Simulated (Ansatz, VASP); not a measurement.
## Two plane-wave programs on AlN (mix)

File INCAR:

```
ALGO     = Normal         # electronic algorithm
EDIFF    = 1E-6           # SCF threshold, eV
ENCUT    = 520            # plane-wave cutoff, eV
GGA      = PE             # functional
ISIF     = 2              # what is computed and relaxed
ISMEAR   = 0              # smearing method
LASPH    = True           # aspherical terms in the spheres
LCHARG   = False          # write CHGCAR
LREAL    = False          # projectors in reciprocal space
LWAVE    = False          # write WAVECAR
NBANDS   = 16             # bands
NELM     = 100            # most SCF steps
PREC     = Accurate       # precision mode
SIGMA    = 0.02           # smearing width, eV
```

Contents of KPOINTS:

```
k-points
0
Gamma
  9 9 6
```

The input POSCAR:

```
AlN
1.0
    3.1302421525      0.0000000000      0.0000000000
   -1.5651210763      2.7108692241      0.0000000000
    0.0000000000      0.0000000000      5.0179491839
Al N
2 2
Direct
    0.3333333333      0.6666666667     -0.0007721949
    0.6666666667      0.3333333333      0.4992278051
    0.3333333333      0.6666666667      0.3807721949
    0.6666666667      0.3333333333      0.8807721949
```

Input for Ansatz:

```yaml
crystal:
  lattice:
    - [3.1302421525, 0.0, 0.0]
    - [-1.5651210763, 2.7108692241, 0.0]
    - [0.0, 0.0, 5.0179491839]
  atoms:
    - { symbol: Al, position: [0.3333333333, 0.6666666667, -0.0007721949] }
    - { symbol: Al, position: [0.6666666667, 0.3333333333, 0.4992278051] }
    - { symbol: "N", position: [0.3333333333, 0.6666666667, 0.3807721949] }
    - { symbol: "N", position: [0.6666666667, 0.3333333333, 0.8807721949] }
basis:
  ecutwfc: 420
kpoints:
  mp_grid: { grid: [9, 9, 6] }
  band_path:
    path:
      - [[0.0, 0.0, 0.0], [0.5, 0.0, 0.0], [0.33333333, 0.33333333, 0.0], [0.0, 0.0, 0.0], [0.0, 0.0, 0.5], [0.5, 0.0, 0.5], [0.33333333, 0.33333333, 0.5], [0.0, 0.0, 0.5]]
      - [[0.5, 0.0, 0.5], [0.5, 0.0, 0.0]]
      - [[0.33333333, 0.33333333, 0.5], [0.33333333, 0.33333333, 0.0]]
    npoints: 10
hamiltonian:
  xc: pbe
scf:
  occupations: { method: gaussian, width: 0.02 }
  mixing: { beta: 0.2 }
  n_extra_bands: 8
output:
  forces: true
  stress: true
  eigenvalues: true
```

Alike in both runs: task single point; functional PBE; k mesh 9 × 9 × 6; occupations gaussian, width 0.02 eV; no spin polarisation.

|  | VASP | Ansatz |
| --- | --- | --- |
| version | VASP 6.6.1 | Ansatz 0.2.0 |
| potentials or method | VASP PAW PBE potentials, release 64 (Al, N) | scalar-relativistic, plane waves, PAW |
| plane-wave cutoff (eV) | 520 | 420 |
| valence electrons in the cell | 16 | 16 |

|  | VASP | Ansatz | Ansatz less VASP |
| --- | --- | --- | --- |
| gap on the k mesh at the Fermi level (eV) | 4.04 | 4.03 | -0.009 |
| least direct gap on the mesh (eV) | 4.04 | 4.03 | -0.009 |
| pressure (GPa) | -0.3 | 0.0 | +0.26 |

With one functional, cell and mesh, what is left measures potentials, basis and numerics.

A hybrid or GW would open this gap; PBE tends to underestimate it.
